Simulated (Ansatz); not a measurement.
# SiC: a normal mode against strain, part 2 of 2

Aim: map the energy of SiC (P6_3mc, No. 186; 8 atoms in the cell) over two coordinates, and find its wells, ridges and stiffness.

Ansatz 0.2.0; DFT PBEsol, scalar-relativistic, plane waves, PAW. Earlier steps stand in the parts before.

## Step 8: The run at (−0.113 Å, −4.67 %)

input.yaml reads:

```yaml
crystal:
  lattice:
    - [3.1499399218, 0.0, 0.0]
    - [-1.5749699609, 2.7279279927, 0.0]
    - [0.0, 0.0, 9.6052687455]
  atoms:
    - { symbol: Si, position: [0.6300202915, 0.3333333333, 0.9378278417] }
    - { symbol: Si, position: [0.3699797085, 0.6666666667, 0.4378278417] }
    - { symbol: Si, position: [0.0160209044, 0.0, 0.6878973493] }
    - { symbol: Si, position: [-0.0160209044, 0.0, 0.1878973493] }
    - { symbol: C, position: [0.6778408289, 0.3333333333, 0.7498191684] }
    - { symbol: C, position: [0.3221591711, 0.6666666667, 0.2498191684] }
    - { symbol: C, position: [0.0363084294, 0.0, 0.5004546406] }
    - { symbol: C, position: [-0.0363084294, 0.0, 0.0004546406] }
basis:
  ecutwfc: 520.0
kpoints:
  mp_grid: { grid: [12, 12, 4] }
hamiltonian:
  xc: pbesol
  pseudopotentials: { kind: paw, azcp: { folder: soft_1 } }
scf:
  occupations: { method: gaussian, width: 0.05 }
output:
  forces: true
  stress: true
  eigenvalues: true
```

On the command line:

```console
> ansatz run input.yaml --threads 2 --pin off --max-ram 4096MiB --backend cpu --events-out ev --progress --plain --runs-dir out
```

The log of the run (excerpt; [...] marks lines left out):

```text
Warning: <dir> the record states the generating functional pbe (its physics header spells it `PBE`), which answers neither for hamiltonian.xc's functional nor for the pbesol family's — results may be inconsistent (PPs are generated against a specific XC)
[...]
Warning: RAYON_NUM_THREADS=2 ignored (pool sized by the plan → 2); use --threads N
[...]
Pseudopotentials: kind: paw
Pseudopotential: Si, paw, valence charge 4, recommended cutoff 420 eV (normal), <dir>
Pseudopotential: C, paw, valence charge 4, recommended cutoff 420 eV (normal), <dir>
Functional definition: PBEsol
[...]
Crystal: 8 atoms, lattice volume = 82.536 Å³
Basis set: ecut = 520 eV, 2225 PW (Γ), exchange–correlation on 48×48×144 points (8 copies of the dense FFT grid, shifted against one another)
Bands: 24, of which v1, the nominal top of the filled ones, is band 16 counted from 1 (15 counted from 0)
Symmetry: 2 space group operations
Space group: P21 (ITA 4), of the structure as read, at distance tolerance 4.4e-5 Å
k-points: 222 of 576 (time reversal used)
[...]
SCF iter   8: F=-3474.285782 eV  HF=-3474.285782 eV  |F-HF|=3.69e-9  |Δ(HF+E_count)|=   1.11e-8  Δρ=4.02e-6  dr2=6.50e-9  ethr=3.13e-10  ⟨swp⟩=13.2  Hψ=30642  notcnv=0
[...]
SCF converged after 8 iterations
Free energy (F): -3474.285782 eV
[...]
E sigma→0 (E₀):  -3474.285782 eV
Fermi energy:    10.555568 eV
[...]
--- Forces (eV/Å), atoms counted from 1 ---
  atom   1  Si     0.37266268     0.02036661     0.85921097
  atom   2  Si    -0.37266268    -0.02036661     0.85921097
  atom   3  Si    -0.19754576    -0.01514155     1.03968927
  atom   4  Si     0.19754576     0.01514155     1.03968927
  atom   5  C     -0.02579047     0.02952326    -0.94918164
  atom   6  C      0.02579047    -0.02952326    -0.94918164
  atom   7  C     -0.16983565     0.00881699    -0.94970621
  atom   8  C      0.16983565    -0.00881699    -0.94970621
[...]
--- Stress (GPa, compression-positive) ---
      -12.300894       0.243021      -0.000000
        0.243023     -11.912649      -0.000000
       -0.000000      -0.000000      29.085757
  P = ⅓ Tr σ = 1.6241 GPa (16.241 kbar)
--- Band table (eV; the first three rows and the last of 222) ---
[... band rows left out ...]
[...]
```

Run time: 17 s. Hardware: 2 threads of Intel Xeon Platinum 8488C (Sapphire Rapids), shared host; peak memory 0.77 GiB.

On the map this point reads 0.57 eV.

## Step 9: Grid point (−0.113 Å, 0.00 %)

input.yaml: that of step 8 with these lines changed.

```diff
@@ -2,5 +2,5 @@
   lattice:
-    - [3.1499399218, 0.0, 0.0]
-    - [-1.5749699609, 2.7279279927, 0.0]
-    - [0.0, 0.0, 9.6052687455]
+    - [3.0780670561, 0.0, 0.0]
+    - [-1.539033528, 2.6656842651, 0.0]
+    - [0.0, 0.0, 10.0758090271]
   atoms:
```

On the command line:

```console
> ansatz run input.yaml --threads 2 --pin off --max-ram 4096MiB --backend cpu --events-out ev --progress --plain --runs-dir out
```

The log of the run (excerpt; [...] marks lines left out):

```text
[...]
SCF converged after 8 iterations
Free energy (F): -3474.779569 eV
[...]
E sigma→0 (E₀):  -3474.779569 eV
Fermi energy:    10.542952 eV
[...]
--- Forces (eV/Å), atoms counted from 1 ---
  atom   1  Si     0.41293949     0.01339164    -0.02928314
  atom   2  Si    -0.41293949    -0.01339164    -0.02928314
  atom   3  Si    -0.17951139    -0.01271484    -0.00726571
  atom   4  Si     0.17951139     0.01271484    -0.00726571
  atom   5  C     -0.05550904     0.02343425     0.03691475
  atom   6  C      0.05550904    -0.02343425     0.03691475
  atom   7  C     -0.17699144     0.00426413    -0.00037325
  atom   8  C      0.17699144    -0.00426413    -0.00037325
[...]
--- Stress (GPa, compression-positive) ---
       -0.328256       0.312345       0.000000
        0.312348       0.064361       0.000000
        0.000000       0.000000      -0.057776
  P = ⅓ Tr σ = -0.1072 GPa (-1.072 kbar)
--- Band table (eV; the first three rows and the last of 222) ---
  k-point 0: bands = ["-6.0089", "-4.8262", "-4.7881", "-2.4019", "0.8265", "5.0969", "5.1493", "8.2836", "8.3524", "8.7441", "8.7672", "8.8194", "9.0161", "9.4342", "9.5051", "9.5544", "14.5385", "15.0811", "15.6583", "15.7008", "16.2279", "16.3759", "16.5053"]
[...]
```

Run time: 25 s. Hardware: 2 threads of Intel Xeon Platinum 8488C (Sapphire Rapids), shared host; peak memory 0.76 GiB.

Energy on the map's scale: 0.08 eV.

## Step 10: Point (−0.056 Å, 0.00 %)

input.yaml reads:

```yaml
crystal:
  lattice:
    - [3.0780670561, 0.0, 0.0]
    - [-1.539033528, 2.6656842651, 0.0]
    - [0.0, 0.0, 10.0758090271]
  atoms:
    - { symbol: Si, position: [0.6483434791, 0.3333333333, 0.9378278417] }
    - { symbol: Si, position: [0.3516565209, 0.6666666667, 0.4378278417] }
    - { symbol: Si, position: [0.0080104522, 0.0, 0.6878973493] }
    - { symbol: Si, position: [-0.0080104522, 0.0, 0.1878973493] }
    - { symbol: C, position: [0.6722537478, 0.3333333333, 0.7498191684] }
    - { symbol: C, position: [0.3277462522, 0.6666666667, 0.2498191684] }
    - { symbol: C, position: [0.0181542147, 0.0, 0.5004546406] }
    - { symbol: C, position: [-0.0181542147, 0.0, 0.0004546406] }
basis:
  ecutwfc: 520.0
kpoints:
  mp_grid: { grid: [12, 12, 4] }
hamiltonian:
  xc: pbesol
  pseudopotentials: { kind: paw, azcp: { folder: soft_1 } }
scf:
  occupations: { method: gaussian, width: 0.05 }
output:
  forces: true
  stress: true
  eigenvalues: true
```

On the command line:

```console
> ansatz run input.yaml --threads 2 --pin off --max-ram 4096MiB --backend cpu --events-out ev --progress --plain --runs-dir out
```

The log of the run (excerpt; [...] marks lines left out):

```text
[...]
SCF converged after 8 iterations
Free energy (F): -3474.837399 eV
[...]
E sigma→0 (E₀):  -3474.837399 eV
Fermi energy:    10.552351 eV
[...]
--- Forces (eV/Å), atoms counted from 1 ---
  atom   1  Si     0.20687096     0.00337928    -0.00492194
  atom   2  Si    -0.20687096    -0.00337928    -0.00492194
  atom   3  Si    -0.09008747    -0.00319343     0.00164072
  atom   4  Si     0.09008747     0.00319343     0.00164072
  atom   5  C     -0.02740782     0.00585821     0.00572046
  atom   6  C      0.02740782    -0.00585821     0.00572046
  atom   7  C     -0.08790470     0.00107084    -0.00244584
  atom   8  C      0.08790470    -0.00107084    -0.00244584
[...]
--- Stress (GPa, compression-positive) ---
       -0.092368       0.158777       0.000000
        0.158778       0.005764       0.000000
        0.000000       0.000000       0.006486
  P = ⅓ Tr σ = -0.0267 GPa (-0.267 kbar)
--- Band table (eV; the first three rows and the last of 222) ---
  k-point 0: bands = ["-6.0100", "-4.8266", "-4.7901", "-2.4024", "0.8207", "5.0956", "5.1377", "8.2924", "8.3268", "8.7574", "8.7821", "8.8540", "8.9687", "9.4627", "9.4693", "9.5297", "14.5285", "15.0966", "15.7070", "15.7313", "16.3121", "16.3961", "16.4617"]
[...]
```

Wall time 26 s (2 threads of Intel Xeon Platinum 8488C (Sapphire Rapids), shared host); peak memory 0.76 GiB.

That is 0.019 eV from the zero.

## Step 11: Energy over the grid

42 points were computed, 35 more follow by symmetry. Energies in eV, from the relaxed high-symmetry cell:

```csv
"strain +e along z and -e/2 along x and y (%) ↓, amplitude of mode 4 (188 cm⁻¹), largest displacement in the unstrained cell (Å) →",−0.141,−0.113,−0.085,−0.056,−0.028,0.000,0.028,0.056,0.085,0.113,0.141
7.00,1.08,1.04,1.01,0.98,0.97,0.97,0.97,0.98,1.01,1.04,1.08
4.67,0.55,0.51,0.48,0.46,0.44,0.44,0.44,0.46,0.48,0.51,0.55
2.33,0.23,0.19,0.15,0.13,0.12,0.11,0.12,0.13,0.15,0.19,0.23
0.00,0.12,0.08,0.04,0.02,0.00,0.00,0.00,0.02,0.04,0.08,0.12
−2.33,0.24,0.20,0.16,0.14,0.12,0.12,0.12,0.14,0.16,0.20,0.24
−4.67,0.61,0.57,0.54,0.52,0.50,0.50,0.50,0.52,0.54,0.57,0.61
−7.00,1.26,1.22,1.19,1.17,1.16,1.16,1.16,1.17,1.19,1.22,1.26
```

On the same grid, pressure (GPa):

```
strain +e along z and -e/2 along x and y (%) ↓, amplitude of mode 4 (188 cm⁻¹), largest displacement in the unstrained cell (Å) →  −0.141  −0.113  −0.085  −0.056  −0.028  0.000  0.028  0.056  0.085  0.113  0.141
                                                                                                                             7.00    4.03    4.05    4.06    4.07    4.07   4.07   4.07   4.07   4.06   4.05   4.03
                                                                                                                             4.67    1.82    1.85    1.87    1.88    1.89   1.90   1.89   1.88   1.87   1.85   1.82
                                                                                                                             2.33    0.40    0.44    0.47    0.50    0.51   0.52   0.51   0.50   0.47   0.44   0.40
                                                                                                                             0.00   −0.17   −0.11   −0.06   −0.03   −0.01   0.00  −0.01  −0.03  −0.06  −0.11  −0.17
                                                                                                                            −2.33    0.18    0.26    0.32    0.37    0.40   0.41   0.40   0.37   0.32   0.26   0.18
                                                                                                                            −4.67    1.51    1.62    1.71    1.77    1.81   1.83   1.81   1.77   1.71   1.62   1.51
                                                                                                                            −7.00    3.92    4.07    4.18    4.27    4.32   4.34   4.32   4.27   4.18   4.07   3.92
```

On the same grid, largest force on an atom (eV/Å):

```csv
"strain +e along z and -e/2 along x and y (%) ↓, amplitude of mode 4 (188 cm⁻¹), largest displacement in the unstrained cell (Å) →",−0.141,−0.113,−0.085,−0.056,−0.028,0.000,0.028,0.056,0.085,0.113,0.141
7.00,0.72,0.67,0.65,0.64,0.63,0.63,0.63,0.64,0.65,0.67,0.72
4.67,0.68,0.60,0.54,0.52,0.52,0.51,0.52,0.52,0.54,0.60,0.68
2.33,0.59,0.50,0.42,0.34,0.31,0.31,0.31,0.34,0.42,0.50,0.59
0.00,0.52,0.41,0.31,0.21,0.10,0.01,0.10,0.21,0.31,0.41,0.52
−2.33,0.59,0.53,0.47,0.46,0.45,0.45,0.45,0.46,0.47,0.53,0.59
−4.67,1.06,1.06,1.06,1.06,1.06,1.06,1.06,1.06,1.06,1.06,1.06
−7.00,1.85,1.86,1.87,1.87,1.88,1.88,1.88,1.87,1.87,1.86,1.85
```

## Step 12: Outcome

What follows sums up all 2 parts.

```
                       quantity                                                                                value
                   lowest point                                                           (0.000 Å, 0.00 %), 0.00 eV
         highest computed point                                        (−0.141 Å, −7.00 %), 1.26 eV above the lowest
                 pressure (GPa)  −0.17 at (−0.141 Å, 0.00 %) to 4.34 at (0.000 Å, −7.00 %); 0.00 at the lowest point
largest force on an atom (eV/Å)    0.01 at (0.000 Å, 0.00 %) to 1.88 at (0.000 Å, −7.00 %); 0.01 at the lowest point
            time for all points                                                     11 min on 2 threads, shared host
```

The lowest computed point is at (0.000 Å, 0.00 %), which is the relaxed high-symmetry cell itself. No other kind of well shows on this grid. The highest computed point, (−0.141 Å, −7.00 %), lies 1.26 eV above the lowest. Round the minimum the two coordinates are nearly uncoupled.
